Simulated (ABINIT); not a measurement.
# AgBr (Bromargyrite): a self-consistent loop beyond G0W0, cycle by cycle, part 2 of 3

Aim: iterate the self-energy on AgBr (Bromargyrite) and follow the gap from cycle to cycle.

ABINIT 10.8.3; PBE and many-body steps on it, plane waves. Known limits of the many-body steps: not at the basis limit; d shell near the gap, gap tends to lie low; no spin-orbit coupling; coarse k mesh.

So far. Step 5 (evGW0, cycle 1): Against G0W0 in ABINIT (4×4×4 mesh, 139 bands, screening to 163.3 eV, Godby-Needs plasmon pole), the gap moves by +0.236 eV. This first cycle still uses the starting levels; it takes the full correction, at all points of the mesh, and its linearised value is 1.642 eV. Step 6 (evGW0, cycle 2): Against the cycle before, the gap moves by −0.067 eV.

**7. evGW0, cycle 3**

Level of this step: evGW0 on PBE, plane waves, norm-conserving pseudopotentials (ABINIT).

Input file run.abi:

```
acell 3*1.0 Angstrom
rprim 
  0.000000000000 2.887250000000 2.887250000000
  2.887250000000 0.000000000000 2.887250000000
  2.887250000000 2.887250000000 0.000000000000
ntypat 2
znucl 47 35
natom 2
typat 1 2
xred 
  0.000000000000 0.000000000000 0.000000000000
  0.500000000000 0.500000000000 0.500000000000
pp_dirpath "pseudos"
pseudos "Ag.upf, Br.upf"
ecut 37
ngkpt 4 4 4
nshiftk 1
shiftk 0 0 0
kptopt 1
chksymbreak 0
istwfk *1
occopt 1
irdwfk 1
optdriver 4
nband 139
gwcalctyp 10
ecutsigx 37
symsigma 1
nkptgw 8
kptgw 
  0.0000000000 0.0000000000 0.0000000000
  0.2500000000 0.0000000000 0.0000000000
  0.5000000000 0.0000000000 0.0000000000
  0.2500000000 0.2500000000 0.0000000000
  0.5000000000 0.2500000000 0.0000000000
  -0.2500000000 0.2500000000 0.0000000000
  0.5000000000 0.5000000000 0.0000000000
  -0.2500000000 0.5000000000 0.2500000000
bdgw 
  6 21
  6 21
  6 21
  6 21
  6 21
  6 21
  6 21
  6 21
ecuteps 6
irdscr 1
ppmodel 1
irdqps 1
indata_prefix "in"
outdata_prefix "out"
tmpdata_prefix "tmp"
```

Command:

```bash
> OMP_NUM_THREADS=1 mpirun -n 8 abinit run.abi > log
```

Output:

```text
.Version 10.8.3 of ABINIT. v10.8.2 released Aug 2026.

 Symmetries : space group Fm -3 m (#225); Bravais cF (face-center cubic)
[... echo of the input left out ...]
== DATASET  1 ==================================================================
-   mpi_nproc: 8, omp_nthreads: 1 (-1 if OMP is not activated)

--- !DatasetInfo
iteration_state: {dtset: 1, }
dimensions: {natom: 2, nkpt: 8, mband: 139, nsppol: 1, nspinor: 1, nspden: 1, mpw: 3512, }
cutoff_energies: {ecut:  37.0, pawecutdg:  -1.0, }
[...]
.  kptgw no:  3; Maximum DeltaE = (   0.001  -0.000) for band index: 12
[...]
.  kptgw no:  7; Maximum DeltaE = (   0.003   0.000) for band index: 16
.  kptgw no:  8; Maximum DeltaE = (   0.001   0.000) for band index: 16

== END DATASET(S) ==============================================================
================================================================================

 -outvars: echo values of variables after computation  --------
           etotal      0.0000000000E+00
            nband         139
             nkpt           8
          spgroup         225
 [... the other variables as echoed above ...]

 Calculation completed.
```

It took 2.1 min on 8 MPI ranks of Arm Neoverse V2, shared host; peak memory 3.1 GiB; 17 min of CPU time.

This step gave:

- quasiparticle gap on the mesh: 1.813 eV
- gap of the density functional on the mesh: 0.6764 eV
- k of the valence top: 0.5, 0, 0
- k of the conduction bottom: 0, 0, 0
- least direct quasiparticle gap on the computed points: 3.887 eV

Against the cycle before, the gap moves by +0.002 eV.

**8. Screening, 4×4×4 mesh, 139 bands, screening to 163.3 eV**

This step: RPA screening on PBE, plane waves, norm-conserving pseudopotentials.

Input file run.abi:

```
acell 3*1.0 Angstrom
rprim 
  0.000000000000 2.887250000000 2.887250000000
  2.887250000000 0.000000000000 2.887250000000
  2.887250000000 2.887250000000 0.000000000000
ntypat 2
znucl 47 35
natom 2
typat 1 2
xred 
  0.000000000000 0.000000000000 0.000000000000
  0.500000000000 0.500000000000 0.500000000000
pp_dirpath "pseudos"
pseudos "Ag.upf, Br.upf"
ecut 37
ngkpt 4 4 4
nshiftk 1
shiftk 0 0 0
kptopt 1
chksymbreak 0
istwfk *1
occopt 1
irdwfk 1
optdriver 3
nband 139
ecuteps 6
inclvkb 2
awtr 1
symchi 1
gwcalctyp 10
mbpt_sciss 1.358 eV
nqptdm 1
qptdm 
  0 0 0
indata_prefix "in"
outdata_prefix "out"
tmpdata_prefix "tmp"
```

Output:

```text
.Version 10.8.3 of ABINIT. v10.8.2 released Aug 2026.

 Symmetries : space group Fm -3 m (#225); Bravais cF (face-center cubic)
[... echo of the input left out ...]
== DATASET  1 ==================================================================
-   mpi_nproc: 8, omp_nthreads: 1 (-1 if OMP is not activated)

--- !DatasetInfo
iteration_state: {dtset: 1, }
dimensions: {natom: 2, nkpt: 8, mband: 139, nsppol: 1, nspinor: 1, nspden: 1, mpw: 3512, }
cutoff_energies: {ecut:  37.0, pawecutdg:  -1.0, }
electrons: {nelect:   2.60000000E+01, charge:   0.00000000E+00, occopt:   1.00000000E+00, tsmear:   1.00000000E-02, }

 SCREENING: Calculation of the susceptibility and dielectric matrices

 Based on a program developped by R.W. Godby, V. Olevano, G. Onida, and L. Reining.
 Incorporated in ABINIT by V. Olevano, G.-M. Rignanese, and M. Torrent.
.Using double precision arithmetic ; gwpc =  8

[... cell and pseudopotentials left out ...]
--------------------------------------------------------------------------------

 ==== K-mesh for the wavefunctions ====
 Number of points in the irreducible wedge :     8
[... list of points left out ...]
 Together with 48 symmetry operations and time-reversal symmetry
 yields    64 points in the full Brillouin Zone.

 ==== Q-mesh for the screening function ====
 Number of points in the irreducible wedge :     8
[... list of points left out ...]
 Together with 48 symmetry operations and time-reversal symmetry
 yields    64 points in the full Brillouin Zone.

 setmesh: FFT mesh size selected  =    30x   30x   30
          total number of points  =        27000

 vcoul_init : cutoff-mode = AUXILIARY_FUNCTION
 q-points for optical limit:   1
     1)      0.000010    0.000020    0.000030

 Dielectric matrix will be calculated only for some
 selected q points provided by the user through the input variables
 nqptdm and qptdm

- screening: taking advantage of time-reversal symmetry
- Maximum band index for partially occupied states nbvw = 13
- Remaining bands to be divided among processors   nbcw = 126
- Number of bands treated by each node ~15

 rdqps: reading QP wavefunctions of the previous step
        looking for file in_QPS
 file not found, 1st iteration initialized with KS eigenelements

 screening : performing a first self-consistency
 update of the energies in W by a scissor operator
 applying a scissor operator of [eV] :   1.358

 Number of electrons calculated from density =   26.0000; Expected =   26.0000
 average of density, n =  0.080038
 r_s =    1.4395
 omega_plasma =   27.2899 [eV]

 calculating chi0 at frequencies [eV] :
  1    0.000000E+00    0.000000E+00
  2    0.000000E+00    2.728993E+01

--------------------------------------------------------------------------------
  q-point number  1        q = ( 0.000000, 0.000000, 0.000000) [r.l.u.]
--------------------------------------------------------------------------------
[... chi0 elements left out ...]
 For q-point:  0.000010 0.000020 0.000030
  dielectric constant =   5.5243
  dielectric constant without local fields =   5.9636

  Average fulfillment of the sum rule on Im[epsilon] for q-point    1 :     77.44  [%]
[... wings left out ...]
== END DATASET(S) ==============================================================
================================================================================

 -outvars: echo values of variables after computation  --------
           etotal      0.0000000000E+00
            nband         139
             nkpt           8
          spgroup         225
 [... the other variables as echoed above ...]

 Calculation completed.
```

The job ended after 4.7 s (8 MPI ranks; peak memory 1.2 GiB; 37 s of CPU time).

Numbers from this step:

```yaml
eps_infinity_with_local_fields_on_this_mesh_along_the_program_s_q_direction: 5.524
the_same_without_local_fields: 5.964
plasma_frequency: 27.29 eV
plane_waves_in_the_screening_matrix: 259
```

This screening uses the functional's bands under a rigid shift, the mean opening of the cycle before.

**9. Screening, 4×4×4 mesh, 139 bands, screening to 163.3 eV**

This step: RPA screening on PBE from quasiparticle energies, plane waves, norm-conserving pseudopotentials.

run.abi, as its differences from that of step 8:

```diff
@@ -29,7 +29,13 @@
 symchi 1
+irdqps 1
 gwcalctyp 10
-mbpt_sciss 1.358 eV
-nqptdm 1
+nqptdm 7
 qptdm 
-  0 0 0
+  0.2500000000 0.0000000000 0.0000000000
+  0.5000000000 0.0000000000 0.0000000000
+  0.2500000000 0.2500000000 0.0000000000
+  0.5000000000 0.2500000000 0.0000000000
+  -0.2500000000 0.2500000000 0.0000000000
+  0.5000000000 0.5000000000 0.0000000000
+  -0.2500000000 0.5000000000 0.2500000000
 indata_prefix "in"
```

Input file mrgscr.stdin:

```
2
merged
q0_SCR
out_SCR
1
```

Command:

```bash
> OMP_NUM_THREADS=1 mpirun -n 8 abinit run.abi > log; mrgscr < mrgscr.stdin
```

Output:

```text
.Version 10.8.3 of ABINIT. v10.8.2 released Aug 2026.

 Symmetries : space group Fm -3 m (#225); Bravais cF (face-center cubic)
[... echo of the input left out ...]
== DATASET  1 ==================================================================
-   mpi_nproc: 8, omp_nthreads: 1 (-1 if OMP is not activated)

--- !DatasetInfo
iteration_state: {dtset: 1, }
dimensions: {natom: 2, nkpt: 8, mband: 139, nsppol: 1, nspinor: 1, nspden: 1, mpw: 3512, }
cutoff_energies: {ecut:  37.0, pawecutdg:  -1.0, }
[...]
q-point number  1        q = ( 0.250000, 0.000000, 0.000000) [r.l.u.]
--------------------------------------------------------------------------------
[... chi0 elements left out ...]
  Average fulfillment of the sum rule on Im[epsilon] for q-point    2 :     91.04  [%]

--------------------------------------------------------------------------------
  q-point number  2        q = ( 0.500000, 0.000000, 0.000000) [r.l.u.]
--------------------------------------------------------------------------------
[... chi0 elements left out ...]
  Average fulfillment of the sum rule on Im[epsilon] for q-point    3 :     84.97  [%]

 [... 5 further q-points ...]
```

The job ended after 17 s (8 MPI ranks; peak memory 1.5 GiB; 2.3 min of CPU time).

Numbers from this step:

```yaml
plasma_frequency: 27.29 eV
plane_waves_in_the_screening_matrix: 259
```

This screening reads the quasiparticle levels of the cycle before.

**10. evGW, cycle 1**

This step: evGW on PBE, plane waves, norm-conserving pseudopotentials.

run.abi, as its differences from that of step 9:

```diff
@@ -23,12 +23,10 @@
 irdwfk 1
-optdriver 3
+optdriver 4
 nband 139
-ecuteps 6
-inclvkb 2
-awtr 1
-symchi 1
-irdqps 1
 gwcalctyp 10
-nqptdm 7
-qptdm 
+ecutsigx 37
+symsigma 1
+nkptgw 8
+kptgw 
+  0.0000000000 0.0000000000 0.0000000000
   0.2500000000 0.0000000000 0.0000000000
@@ -40,2 +38,15 @@
   -0.2500000000 0.5000000000 0.2500000000
+bdgw 
+  6 21
+  6 21
+  6 21
+  6 21
+  6 21
+  6 21
+  6 21
+  6 21
+ecuteps 6
+irdscr 1
+ppmodel 1
+irdqps 1
 indata_prefix "in"
```

Command:

```bash
> OMP_NUM_THREADS=1 mpirun -n 8 abinit run.abi > log
```

Output:

```text
.Version 10.8.3 of ABINIT. v10.8.2 released Aug 2026.

 Symmetries : space group Fm -3 m (#225); Bravais cF (face-center cubic)
[... echo of the input left out ...]
== DATASET  1 ==================================================================
-   mpi_nproc: 8, omp_nthreads: 1 (-1 if OMP is not activated)

--- !DatasetInfo
iteration_state: {dtset: 1, }
dimensions: {natom: 2, nkpt: 8, mband: 139, nsppol: 1, nspinor: 1, nspden: 1, mpw: 3512, }
cutoff_energies: {ecut:  37.0, pawecutdg:  -1.0, }
[...]
.  kptgw no:  3; Maximum DeltaE = (   0.186   0.000) for band index:  2
[...]
.  kptgw no:  7; Maximum DeltaE = (   0.215  -0.001) for band index:  5
.  kptgw no:  8; Maximum DeltaE = (   0.146   0.000) for band index: 16

== END DATASET(S) ==============================================================
================================================================================

 -outvars: echo values of variables after computation  --------
           etotal      0.0000000000E+00
            nband         139
             nkpt           8
          spgroup         225
 [... the other variables as echoed above ...]

 Calculation completed.
```

It took 2.1 min on 8 MPI ranks; peak memory 3.1 GiB.

Numbers from this step:

```yaml
quasiparticle_gap_on_the_mesh: 2.096 eV
gap_of_the_density_functional_on_the_mesh: 0.6764 eV
k_of_the_valence_top: 0.5, 0, 0
k_of_the_conduction_bottom: 0, 0, 0
least_direct_quasiparticle_gap_on_the_computed_points: 4.164 eV
```

Against G0W0 in ABINIT (4×4×4 mesh, 139 bands, screening to 163.3 eV, Godby-Needs plasmon pole), the gap moves by +0.454 eV.

**11. Screening, 4×4×4 mesh, 139 bands, screening to 163.3 eV**

This step: RPA screening on PBE, plane waves, norm-conserving pseudopotentials.

Input file run.abi:

```
acell 3*1.0 Angstrom
rprim 
  0.000000000000 2.887250000000 2.887250000000
  2.887250000000 0.000000000000 2.887250000000
  2.887250000000 2.887250000000 0.000000000000
ntypat 2
znucl 47 35
natom 2
typat 1 2
xred 
  0.000000000000 0.000000000000 0.000000000000
  0.500000000000 0.500000000000 0.500000000000
pp_dirpath "pseudos"
pseudos "Ag.upf, Br.upf"
ecut 37
ngkpt 4 4 4
nshiftk 1
shiftk 0 0 0
kptopt 1
chksymbreak 0
istwfk *1
occopt 1
irdwfk 1
optdriver 3
nband 139
ecuteps 6
inclvkb 2
awtr 1
symchi 1
gwcalctyp 10
mbpt_sciss 1.680 eV
nqptdm 1
qptdm 
  0 0 0
indata_prefix "in"
outdata_prefix "out"
tmpdata_prefix "tmp"
```

Output:

```text
.Version 10.8.3 of ABINIT. v10.8.2 released Aug 2026.

 Symmetries : space group Fm -3 m (#225); Bravais cF (face-center cubic)
[... echo of the input left out ...]
== DATASET  1 ==================================================================
-   mpi_nproc: 8, omp_nthreads: 1 (-1 if OMP is not activated)

--- !DatasetInfo
iteration_state: {dtset: 1, }
dimensions: {natom: 2, nkpt: 8, mband: 139, nsppol: 1, nspinor: 1, nspden: 1, mpw: 3512, }
cutoff_energies: {ecut:  37.0, pawecutdg:  -1.0, }
[...]
[... chi0 elements left out ...]
 For q-point:  0.000010 0.000020 0.000030
  dielectric constant =   5.3204
  dielectric constant without local fields =   5.7399

  Average fulfillment of the sum rule on Im[epsilon] for q-point    1 :     78.02  [%]
[... wings left out ...]
== END DATASET(S) ==============================================================
================================================================================

 -outvars: echo values of variables after computation  --------
           etotal      0.0000000000E+00
            nband         139
             nkpt           8
          spgroup         225
 [... the other variables as echoed above ...]

 Calculation completed.
```

The job ended after 4.7 s (8 MPI ranks; peak memory 1.2 GiB).

Numbers from this step:

| Item | Value |
| --- | --- |
| ε∞ with local fields, on this mesh, along the program's q direction | 5.320 |
| the same without local fields | 5.740 |
| plasma frequency | 27.29 eV |
| plane waves in the screening matrix | 259 |

This screening uses the functional's bands under a rigid shift, the mean opening of the cycle before.

**12. Screening, 4×4×4 mesh, 139 bands, screening to 163.3 eV**

This step: RPA screening on PBE from quasiparticle energies, plane waves, norm-conserving pseudopotentials.

run.abi, as its differences from that of step 11:

```diff
@@ -29,7 +29,13 @@
 symchi 1
+irdqps 1
 gwcalctyp 10
-mbpt_sciss 1.680 eV
-nqptdm 1
+nqptdm 7
 qptdm 
-  0 0 0
+  0.2500000000 0.0000000000 0.0000000000
+  0.5000000000 0.0000000000 0.0000000000
+  0.2500000000 0.2500000000 0.0000000000
+  0.5000000000 0.2500000000 0.0000000000
+  -0.2500000000 0.2500000000 0.0000000000
+  0.5000000000 0.5000000000 0.0000000000
+  -0.2500000000 0.5000000000 0.2500000000
 indata_prefix "in"
```

mrgscr.stdin is that of step 9.

Command:

```bash
> OMP_NUM_THREADS=1 mpirun -n 8 abinit run.abi > log; mrgscr < mrgscr.stdin
```

Output:

```text
.Version 10.8.3 of ABINIT. v10.8.2 released Aug 2026.

 Symmetries : space group Fm -3 m (#225); Bravais cF (face-center cubic)
[... echo of the input left out ...]
== DATASET  1 ==================================================================
-   mpi_nproc: 8, omp_nthreads: 1 (-1 if OMP is not activated)

--- !DatasetInfo
iteration_state: {dtset: 1, }
dimensions: {natom: 2, nkpt: 8, mband: 139, nsppol: 1, nspinor: 1, nspden: 1, mpw: 3512, }
cutoff_energies: {ecut:  37.0, pawecutdg:  -1.0, }
[...]
q-point number  1        q = ( 0.250000, 0.000000, 0.000000) [r.l.u.]
--------------------------------------------------------------------------------
[... chi0 elements left out ...]
  Average fulfillment of the sum rule on Im[epsilon] for q-point    2 :     92.28  [%]

--------------------------------------------------------------------------------
  q-point number  2        q = ( 0.500000, 0.000000, 0.000000) [r.l.u.]
--------------------------------------------------------------------------------
[... chi0 elements left out ...]
  Average fulfillment of the sum rule on Im[epsilon] for q-point    3 :     85.79  [%]

 [... 5 further q-points ...]
```

It took 17 s on 8 MPI ranks; peak memory 1.5 GiB.

This step gave:

```
plasma frequency                    : 27.29 eV
plane waves in the screening matrix : 259
```

This screening reads the quasiparticle levels of the cycle before.

**13. evGW, cycle 2**

This step: evGW on PBE, plane waves, norm-conserving pseudopotentials.

run.abi, as its differences from that of step 12:

```diff
@@ -23,12 +23,10 @@
 irdwfk 1
-optdriver 3
+optdriver 4
 nband 139
-ecuteps 6
-inclvkb 2
-awtr 1
-symchi 1
-irdqps 1
 gwcalctyp 10
-nqptdm 7
-qptdm 
+ecutsigx 37
+symsigma 1
+nkptgw 8
+kptgw 
+  0.0000000000 0.0000000000 0.0000000000
   0.2500000000 0.0000000000 0.0000000000
@@ -40,2 +38,15 @@
   -0.2500000000 0.5000000000 0.2500000000
+bdgw 
+  6 21
+  6 21
+  6 21
+  6 21
+  6 21
+  6 21
+  6 21
+  6 21
+ecuteps 6
+irdscr 1
+ppmodel 1
+irdqps 1
 indata_prefix "in"
```

Command:

```bash
> OMP_NUM_THREADS=1 mpirun -n 8 abinit run.abi > log
```

Output:

```text
.Version 10.8.3 of ABINIT. v10.8.2 released Aug 2026.

 Symmetries : space group Fm -3 m (#225); Bravais cF (face-center cubic)
[... echo of the input left out ...]
== DATASET  1 ==================================================================
-   mpi_nproc: 8, omp_nthreads: 1 (-1 if OMP is not activated)

--- !DatasetInfo
iteration_state: {dtset: 1, }
dimensions: {natom: 2, nkpt: 8, mband: 139, nsppol: 1, nspinor: 1, nspden: 1, mpw: 3512, }
cutoff_energies: {ecut:  37.0, pawecutdg:  -1.0, }
[...]
.  kptgw no:  3; Maximum DeltaE = (   0.027   0.001) for band index:  2
[...]
.  kptgw no:  7; Maximum DeltaE = (   0.027  -0.000) for band index:  2
.  kptgw no:  8; Maximum DeltaE = (   0.007  -0.003) for band index:  5

== END DATASET(S) ==============================================================
================================================================================

 -outvars: echo values of variables after computation  --------
           etotal      0.0000000000E+00
            nband         139
             nkpt           8
          spgroup         225
 [... the other variables as echoed above ...]

 Calculation completed.
```

Wall time 2.1 min (8 MPI ranks); peak memory 3.1 GiB.

This step gave:

- quasiparticle gap on the mesh: 2.145 eV
- gap of the density functional on the mesh: 0.6764 eV
- k of the valence top: 0.5, 0, 0
- k of the conduction bottom: 0, 0, 0
- least direct quasiparticle gap on the computed points: 4.209 eV

Against the cycle before, the gap moves by +0.049 eV.

**14. Screening, 4×4×4 mesh, 139 bands, screening to 163.3 eV**

This step: RPA screening on PBE, plane waves, norm-conserving pseudopotentials.

Input file run.abi:

```
acell 3*1.0 Angstrom
rprim 
  0.000000000000 2.887250000000 2.887250000000
  2.887250000000 0.000000000000 2.887250000000
  2.887250000000 2.887250000000 0.000000000000
ntypat 2
znucl 47 35
natom 2
typat 1 2
xred 
  0.000000000000 0.000000000000 0.000000000000
  0.500000000000 0.500000000000 0.500000000000
pp_dirpath "pseudos"
pseudos "Ag.upf, Br.upf"
ecut 37
ngkpt 4 4 4
nshiftk 1
shiftk 0 0 0
kptopt 1
chksymbreak 0
istwfk *1
occopt 1
irdwfk 1
optdriver 3
nband 139
ecuteps 6
inclvkb 2
awtr 1
symchi 1
gwcalctyp 10
mbpt_sciss 1.733 eV
nqptdm 1
qptdm 
  0 0 0
indata_prefix "in"
outdata_prefix "out"
tmpdata_prefix "tmp"
```

Output:

```text
.Version 10.8.3 of ABINIT. v10.8.2 released Aug 2026.

 Symmetries : space group Fm -3 m (#225); Bravais cF (face-center cubic)
[... echo of the input left out ...]
== DATASET  1 ==================================================================
-   mpi_nproc: 8, omp_nthreads: 1 (-1 if OMP is not activated)

--- !DatasetInfo
iteration_state: {dtset: 1, }
dimensions: {natom: 2, nkpt: 8, mband: 139, nsppol: 1, nspinor: 1, nspden: 1, mpw: 3512, }
cutoff_energies: {ecut:  37.0, pawecutdg:  -1.0, }
[...]
[... chi0 elements left out ...]
 For q-point:  0.000010 0.000020 0.000030
  dielectric constant =   5.2889
  dielectric constant without local fields =   5.7053

  Average fulfillment of the sum rule on Im[epsilon] for q-point    1 :     78.11  [%]
[... wings left out ...]
== END DATASET(S) ==============================================================
================================================================================

 -outvars: echo values of variables after computation  --------
           etotal      0.0000000000E+00
            nband         139
             nkpt           8
          spgroup         225
 [... the other variables as echoed above ...]

 Calculation completed.
```

Run time: 4.7 s. Hardware: 8 MPI ranks; peak memory 1.2 GiB.

Numbers from this step:

- ε∞ with local fields, on this mesh, along the program's q direction: 5.289
- the same without local fields: 5.705
- plasma frequency: 27.29 eV
- plane waves in the screening matrix: 259

This screening uses the functional's bands under a rigid shift, the mean opening of the cycle before.

[end of part 2 of 3]

[Paths, hosts, dates, memory and timing lines, banners, echoed tables and standing remarks are left out of the program output.]

[Logs are printed without paths, hosts, clocks, repeated set-up lines and the standing remarks that a program may print on its own settings, such as how far it seeks lower states.]

[Runs of the session that timed out or met a known fault of the program may be left out.]

[Hosts, paths, dates, database ids (printed as entryN), source tags and the programs' standing remarks are cut or masked in the printed files.]

[G0W0 gaps are taken among the corrected bands and points alone; a level outside them can change the order at an edge.]

[Where Ansatz stands beside ABINIT at settings called matched, ABINIT's density can come from a denser mesh and the files from another edition; pairs whose starting gaps differed by over 0.03 eV were left out, so agreement reads better than it is.]
